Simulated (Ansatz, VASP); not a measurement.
# One calculation of IrO, two programs

INCAR

```
ALGO = Normal
EDIFF = 1E-7
EDIFFG = -0.01
ENCUT = 600
GGA = PE
IBRION = 2
ISIF = 3
ISMEAR = 0
LASPH = T
LCHARG = F
LREAL = F
LWAVE = F
NELM = 60
NSW = 100
PREC = Accurate
SIGMA = 0.1
```

Contents of KPOINTS:

```
k-points
0
Gamma
  20 20 20
```

POSCAR

```
IrO
1.0
    2.8103348597      0.0000000000      0.0000000000
    0.0000000000      2.8103348597      0.0000000000
    0.0000000000      0.0000000000      2.8103348597
Ir O
1 1
Direct
    0.0000000000      0.0000000000      0.0000000000
    0.5000000000      0.5000000000      0.5000000000
```

Input for Ansatz:

```yaml
crystal:
  lattice:
    - [2.8103348597, 0.0, 0.0]
    - [0.0, 2.8103348597, 0.0]
    - [0.0, 0.0, 2.8103348597]
  atoms:
    - { symbol: Ir, position: [0.0, 0.0, 0.0] }
    - { symbol: O, position: [0.5, 0.5, 0.5] }
basis:
  ecutwfc: 420
kpoints:
  mp_grid: { grid: [20, 20, 20] }
hamiltonian:
  xc: pbe
scf:
  occupations: { method: gaussian, width: 0.1 }
output:
  forces: true
  stress: true
  eigenvalues: true
relax:
  adjacent_minimum: "off"
  f_tol: 0.01
  max_steps: 80
  cell: { stress_tol: 0.05 }
```

Alike in both runs: task relaxation of cell and atoms; functional PBE; k mesh 20 × 20 × 20; occupations gaussian, width 0.1 eV; no spin polarisation.

|  | VASP | Ansatz |
| --- | --- | --- |
| version | VASP 6.6.1 | Ansatz 0.2.0 |
| potentials or method | VASP PAW PBE potentials, release 64 (Ir, O) | scalar-relativistic, plane waves, PAW |
| plane-wave cutoff (eV) | 600 | 420 |
| valence electrons in the cell | 15 | 23 |

```tsv
	VASP	Ansatz	Ansatz less VASP
gap on the k mesh at the Fermi level, each at its own relaxed structure (eV)	none	none	-
relaxed volume (Å³/atom)	11.10	11.10	0.000
relaxed cell length with the largest relative difference (Å)	2.810	2.810	0.0000
```

A gap of «none» marks a metal or a gap that the smearing closes. The two sets of potentials don't hold the same shells in valence.

Caveats: the relaxation stopped at its first step, so nothing moved; an odd number of electrons without spin polarisation forces a metal; a magnetic or distorted state may lie lower. The runs have no spin-orbit coupling, so splittings on Ir are missing.
